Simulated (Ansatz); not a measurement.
**CoO: response to strain**

Aim: deform CoO (zz strain of +3 %) and compute stress, forces and field gradients with LAPW, PAW and all-electron datasets made for the crystal.

Computed with Ansatz 0.2.0 (DFT PBEsol, scalar-relativistic, unless a step's input says otherwise).

### 1 Starting point

It takes space group Fm-3m (No. 225, cubic). The conventional cell has a = 4.263 Å, b = 4.263 Å, c = 4.263 Å, α = 90.00°, β = 90.00°, γ = 90.00°. Co (site symmetry m-3m) has 6 O at 2.13 Å as nearest neighbours. O (site symmetry m-3m) is surrounded by 6 Co at 2.13 Å.

As a file:

```cif
data_structure
_symmetry_space_group_name_H-M 'P 1'
_symmetry_Int_Tables_number 1
_cell_length_a 3.0144
_cell_length_b 3.0144
_cell_length_c 3.0144
_cell_angle_alpha 60.000
_cell_angle_beta 60.000
_cell_angle_gamma 60.000
_cell_volume 19.37
loop_
_atom_site_label
_atom_site_type_symbol
_atom_site_fract_x
_atom_site_fract_y
_atom_site_fract_z
_atom_site_occupancy
Co1 Co 0.00000 0.00000 0.00000 1
O1 O 0.50000 0.50000 0.50000 1
```

Atoms are numbered in the order of the input: Co1, O2.

### 2 After the deformation

Space group Fm-3m before, I4/mmm after.

### 3 Full-potential LAPW

input.yaml reads:

```yaml
crystal:
  lattice:
    - [0.0, 2.1315, 2.195445]
    - [2.1315, 0.0, 2.195445]
    - [2.1315, 2.1315, 0.0]
  atoms:
    - { symbol: Co, position: [0.0, 0.0, 0.0], spin: 2.0 }
    - { symbol: O, position: [0.5, 0.5, 0.5] }
magnetization:
  spin_polarized: true
kpoints:
  mp_grid: { grid: [16, 16, 16] }
  band_path:
    path:
      - [0.0, 0.0, 0.0]
      - [0.0, 0.5, 0.5]
      - [0.25, 0.75, 0.5]
      - [0.0, 0.5, 0.0]
      - [0.0, 0.0, 0.0]
      - [0.5, 0.5, 0.0]
      - [0.3678244886, 0.6321755114, 0.0]
      - [-0.3678244886, 0.3678244886, 0.0]
      - [0.0, 0.0, 0.0]
    npoints: 5
scf:
  occupations: { method: fermi_dirac, width: 0.05 }
hamiltonian:
  xc: pbesol
  pseudopotentials: { kind: all_electron, lapw: { basis_error: 0.0005 } }
output:
  forces: true
  stress: true
  eigenvalues: true
```

Run with:

```console
> ansatz run input.yaml --threads 1 --pin off --max-ram 3072MiB --backend cpu --events-out ev --progress --plain --runs-dir out
```

### 4 PAW on the default files

input.yaml reads:

```yaml
crystal:
  lattice:
    - [0.0, 2.1315, 2.195445]
    - [2.1315, 0.0, 2.195445]
    - [2.1315, 2.1315, 0.0]
  atoms:
    - { symbol: Co, position: [0.0, 0.0, 0.0], spin: 2.0 }
    - { symbol: O, position: [0.5, 0.5, 0.5] }
magnetization:
  spin_polarized: true
kpoints:
  mp_grid: { grid: [16, 16, 16] }
scf:
  occupations: { method: fermi_dirac, width: 0.05 }
hamiltonian:
  xc: pbesol
  pseudopotentials: { kind: paw }
output:
  forces: true
  stress: true
  eigenvalues: true
  efg: { contact_densities: true }
  write_density: true
  write_potential: true
  elf: true
  volumetric_format: npy
```

### 5 All-electron PAW on datasets made for the crystal

input.yaml, as its differences from that of step 4:

```diff
@@ -16,3 +16,3 @@
   xc: pbesol
-  pseudopotentials: { kind: paw }
+  pseudopotentials: { kind: all_electron, datasets: crystal }
 output:
@@ -22,5 +22 @@
   efg: { contact_densities: true }
-  write_density: true
-  write_potential: true
-  elf: true
-  volumetric_format: npy
```

(Steps that only read results are left out.)

Q: Predict the outcome of this session. Wanted: pressure; largest shear or deviatoric stress.

The runs gave:

| quantity | value |
| --- | --- |
| pressure | LAPW -14.98, PAW -14.95, crystal datasets -14.98 GPa |
| largest shear or deviatoric stress (LAPW) | 0.20 GPa |

In words: The largest part of the stress beyond the pressure is 0.20 GPa in size, in the zz component; the atoms are carried along and not relaxed. No run of the undeformed cell stands beside it, so the pressure holds what the given cell had before the change. PAW: stress within 0.07 GPa of LAPW. Crystal datasets: stress within 0.01 GPa of LAPW. Other magnetic orders may lie lower; this is the state that the run reached. With one magnetic atom in the cell only ferromagnetic order fits; the real order can differ. No U acts on the open 3d shell, so the metal found here may be the functional's error.
